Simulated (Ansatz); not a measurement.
# Te (Te, trigonal tellurium): the cost of one run

Program: Ansatz 0.2.0. Level of theory: DFT PBE, plane waves with PAW, scalar-relativistic. These are calculated values, not measurements.

1 further run of the same task is left out (set aside as unsound or not needed).

## 1. The structure to begin with

Symmetry: P3_121, No. 152, trigonal system. Conventional cell: a = 4.530 Å, b = 4.530 Å, c = 5.937 Å, α = 90.00°, β = 90.00°, γ = 120.00°. Around Te (site symmetry 2) lie 2 Te at 2.89 Å.

As a file:

```cif
data_structure
_symmetry_space_group_name_H-M 'P 1'
_symmetry_Int_Tables_number 1
_cell_length_a 4.5303
_cell_length_b 4.5303
_cell_length_c 5.9374
_cell_angle_alpha 90.000
_cell_angle_beta 90.000
_cell_angle_gamma 120.000
_cell_volume 105.53
loop_
_atom_site_label
_atom_site_type_symbol
_atom_site_fract_x
_atom_site_fract_y
_atom_site_fract_z
_atom_site_occupancy
Te1 Te 0.26840 0.00000 0.33333 1
Te2 Te 0.00000 0.26840 0.66667 1
Te3 Te 0.73160 0.73160 0.00000 1
```

## 2. With a width of 0.01 eV

The run at 0.01 eV.

input.yaml

```yaml
crystal:
  lattice:
    - [4.5302708278, 0.0, 0.0]
    - [-2.2651354139, 3.9233296229, 0.0]
    - [0.0, 0.0, 5.937427725]
  atoms:
    - { symbol: Te, position: [0.2684005468, 1.0, 0.3333333333] }
    - { symbol: Te, position: [0.0, 0.2684005468, 0.6666666667] }
    - { symbol: Te, position: [0.7315994532, 0.7315994532, 0.0] }
hamiltonian:
  xc: pbe
  pseudopotentials:
    kind: paw
    azcp:
      Te: "pseudopotentials/Te.paw.azcp"
basis:
  ecutwfc: 420
  fft_grid_basis: typed
kpoints:
  mp_grid: { grid: [8, 8, 6], shift: [0, 0, 0] }
magnetization:
  spin_polarized: false
scf:
  occupations: { method: cold, width: 0.01 }
  lower_state_search: "off"
output:
  stress: true
```

On the command line:

```console
$ ansatz run input.yaml --threads 1 --pin off --max-ram 3584MiB --backend cpu --events-out ev --progress --plain --runs-dir out
```

What time and memory should one allow on 1 thread of Intel Xeon Platinum 8259CL at 2.50GHz (Skylake/Cascade Lake), shared host?

About 17 s, with a peak of 0.57 GiB.
